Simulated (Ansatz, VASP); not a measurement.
Two plane-wave programs on Al

```
Al
1.0
    -0.02757    2.03430    1.91286
     2.09061   -0.08387    1.96917
     2.00674    2.00674    0.00000
Al
1
Direct
  0.00000 0.00000 0.00000
```

Alike in both runs: task single point; functional PBE; k mesh 16 × 16 × 16; occupations gaussian, width 0.1 eV; no spin polarisation.

|  | VASP | Ansatz |
| --- | --- | --- |
| version | VASP 6.6.1 | Ansatz 0.2.0 |
| potentials or method | VASP PAW PBE potentials, release 64 (Al) | scalar-relativistic, plane waves, PAW |
| plane-wave cutoff (eV) | 520 | 420 |
| valence electrons in the cell | 3 | 3 |

|  | VASP | Ansatz | Ansatz less VASP |
| --- | --- | --- | --- |
| gap on the k mesh at the Fermi level (eV) | none | none | - |
| pressure (GPa) | 0.6 | 0.6 | +0.03 |
| largest component of the traceless stress (GPa) | 1.87 | 1.88 | +0.003 |

A gap of «none» marks a metal or a gap that the smearing closes.
